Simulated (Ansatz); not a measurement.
Reaction (ligand exchange at the Si–N bond): `O=C=N[SiH2]F` + `CC(=O)O` → `CC(=O)O[SiH2]F` + `N=C=O`

Isolated molecules relaxed with PBE0-D4/def2-TZVP in Ansatz; ΔE leaves out vibrations. CBS: MP2 limit from def2 TZ/QZ plus the TZ coupled-cluster correction, frozen cores. This one scheme is used for every species. DFT in def2-TZVPP. HSE06 is defined as in plane-wave codes. Each species was taken in one conformer, which may not be the lowest.

`O=C=N[SiH2]F`:

```xyz
7

O     2.084   -0.414    2.127
C     1.296   -0.157    1.313
N     0.492    0.140    0.481
Si   -0.703    0.153   -0.720
F    -1.169   -1.341   -1.010
H    -1.868    0.912   -0.229
H    -0.131    0.707   -1.962
```

`CC(=O)O`:

```xyz
8

C     0.540   -0.791   -0.069
C    -0.426    0.342   -0.205
O    -1.239    0.475   -1.077
O    -0.284    1.236    0.792
H     1.562   -0.408   -0.074
H     0.387   -1.294    0.888
H     0.398   -1.492   -0.887
H    -0.939    1.931    0.632
```

`CC(=O)O[SiH2]F`:

Z-matrix (Å, degrees):
```
C
C 1 1.490
H 1 1.092 2 109.5
H 1 1.092 2 109.5 3 -117.2
H 1 1.087 2 110.0 3 121.4
O 2 1.208 1 125.8 3 -121.0
O 2 1.338 1 114.0 3 58.9
Si 7 1.688 2 112.2 1 -180.0
F 8 1.592 7 102.3 2 -180.0
H 8 1.472 7 111.2 2 65.3
H 8 1.472 7 111.2 2 -65.3
```

`N=C=O`:

```xyz
4

N     0.691   -0.277   -0.178
C    -0.470    0.053   -0.134
O    -1.599    0.307   -0.218
H     1.378   -0.083    0.529
```

CCSD(T)/CBS gives +3.5 kJ/mol.

Problem. Another level gave +9.2 kJ/mol. Which?
A. RPA@PBE/def2-TZVPP
B. HF/def2-TZVPP
C. HSE06-D4/def2-TZVPP
D. r2SCAN-D4/def2-TZVPP

Solution. C. HSE06-D4 9.2, RPA@PBE/def2-TZVPP -0.4, r2SCAN-D4 4.6, HF/def2-TZVPP 16.5 kJ/mol.

Largest T1 diagnostic among the species: 0.018.

In def2-TZVPP, CCSD(T) changes the Hartree–Fock value by −13.3 kJ/mol (the triples alone add −2.5 kJ/mol) and MP2 by −10.5 kJ/mol. The D4 term adds −3.4 kJ/mol with B3LYP and −1.9 kJ/mol with PBE0; it sums over pairs of atoms, weighted by their polarisabilities, and B3LYP, whose exchange is more repulsive, gets the larger term. At CCSD(T), def2-SVP lies +9.5 kJ/mol from the extrapolated value and def2-TZVPP −0.2 kJ/mol.

B3LYP here is the variant with VWN-RPA as its local correlation; programs differ in this.

CCSD(T)/CBS has its own doubt, a few kJ/mol and more with outer-core shells, so smaller differences from it don't rank the levels.
